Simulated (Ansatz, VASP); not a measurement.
# Ir in VASP and in Ansatz

The input INCAR:

```
ALGO     = Normal         # electronic algorithm
EDIFF    = 1E-7           # SCF threshold, eV
ENCUT    = 520            # plane-wave cutoff, eV
GGA      = PE             # functional
ISIF     = 2              # what is computed and relaxed
ISMEAR   = -1             # smearing method
LASPH    = True           # aspherical terms in the spheres
LCHARG   = True           # write CHGCAR
LELF     = True           # ELF
LREAL    = False          # projectors in reciprocal space
LVHAR    = True         
LWAVE    = False          # write WAVECAR
NBANDS   = 10             # bands
NELM     = 60             # most SCF steps
PREC     = Accurate       # precision mode
SIGMA    = 0.03           # smearing width, eV
```

Contents of KPOINTS:

```
k-points
0
Gamma
  18 18 18
```

Contents of POSCAR:

```
Ir
1.0
    0.0000000000      1.9269646676      1.9269646676
    1.9269646676      0.0000000000      1.9269646676
    1.9269646676      1.9269646676      0.0000000000
Ir
1
Direct
    0.0000000000      0.0000000000      0.0000000000
```

Input for Ansatz:

```yaml
crystal:
  lattice:
    - [0.0, 1.9269646676, 1.9269646676]
    - [1.9269646676, 0.0, 1.9269646676]
    - [1.9269646676, 1.9269646676, 0.0]
  atoms:
    - { symbol: Ir, position: [0.0, 0.0, 0.0] }
kpoints:
  mp_grid: { grid: [18, 18, 18] }
  band_path:
    path:
      - [0.0, 0.0, 0.0]
      - [0.5, 0.0, 0.5]
      - [0.625, 0.25, 0.625]
      - [0.375, 0.375, 0.75]
      - [0.0, 0.0, 0.0]
      - [0.5, 0.5, 0.5]
      - [0.5, 0.25, 0.75]
      - [0.5, 0.0, 0.5]
    npoints: 5
scf:
  occupations: { method: fermi_dirac, width: 0.03 }
hamiltonian:
  xc: pbe
  pseudopotentials:
    kind: all_electron
    lapw: { basis_error: 0.0005 }
    relativity: none
output:
  forces: true
  stress: true
  eigenvalues: true
```

Alike in both runs: task single point; functional PBE; k mesh 18 × 18 × 18; occupations fermi-dirac, width 0.03 eV; no spin polarisation.

|  | VASP | Ansatz |
| --- | --- | --- |
| version | VASP 6.6.1 | Ansatz 0.2.0 |
| potentials or method | VASP PAW PBE potentials, release 64 (Ir) | all-electron LAPW, non-relativistic |
| plane-wave cutoff (eV) | 520 | see its input |

```csv
,VASP,Ansatz,Ansatz less VASP
pressure (GPa),5.2,41.2,+36.04
```

One of these differences is far larger than is usual between the two programs; its cause wasn't traced. Ansatz ran all-electron here, so the differences hold the error of VASP's frozen core and of both bases.

The runs have no spin-orbit coupling, so splittings on Ir are missing.
